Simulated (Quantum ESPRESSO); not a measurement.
Runs of Quantum ESPRESSO 7.5 on TiSi. The structure is orthorhombic, space group Cmmm (No. 65). Conventional cell: a = 3.632 Å, b = 4.235 Å, c = 3.804 Å, α = 90.00°, β = 90.00°, γ = 90.00°. Around Ti (site symmetry mmm) lie 8 Si at 2.63 to 2.85 Å and 4 Ti at 2.79 Å. Si (site symmetry mmm) has 8 Ti at 2.63 to 2.85 Å and 4 Si at 2.79 Å as nearest neighbours. The cell comes from a database or a generator and needn't be the stable form of this composition.

```tsv
task	level	potentials or basis	cell	k mesh	cutoff (eV)	form of the LDA correlation	SCF threshold	symmetry	gap on the mesh (eV)	pressure (GPa)	V0 of scaled cells (Å³/atom)	B0 (GPa)
equation of state	LDA	GBRV 1.5 LDA	as given	10 × 10 × 7	612	PZ81	4e-10 Ry	-	-	-	(a)	155
band structure	r2SCAN	SG15 PBE 1.2	as given	10 × 10 × 7	952	-	1e-08 Ry	off	none	-1.3	-	-
single point	PBEsol	GBRV 1.5 PBEsol	atoms moved at random, drawn with an rms of 0.05 Å	10 × 10 × 7	612	-	4e-10 Ry	-	none	-4.3	-	-
single point	PBEsol	GBRV 1.5 PBEsol	as given	10 × 10 × 7	612	-	4e-10 Ry	-	none	-4.3	-	-
equation of state	PBEsol	GBRV 1.5 PBEsol	as given	10 × 10 × 7	612	-	4e-10 Ry	-	-	-	(b)	(c)
band structure	PBEsol	GBRV 1.5 PBEsol	as given	10 × 10 × 7	612	-	4e-10 Ry	-	none	-4.3	-	-
equation of state	r2SCAN	SG15 PBE 1.2	as given	8 × 8 × 6	952	-	1e-08 Ry	off	-	-	14.52	142
band structure	LDA	GBRV 1.5 LDA	as given	10 × 10 × 7	612	PZ81	4e-10 Ry	-	none	-7.8	-	-
```

Alike in all rows: no spin polarisation; smearing fermi-dirac 0.05 eV.

Question: Fill in the values left out.

Answer: (a) 13.83; (b) 14.18; (c) 147.

Caveats: the cell was scaled at fixed shape and fractional positions, which overstates the stiffness of a crystal with free parameters, most of all of layers and chains (some runs); the potentials were made for another functional, which shifts forces and pressure (some runs).

A gap of «none» marks a metal or a gap under the smearing width.
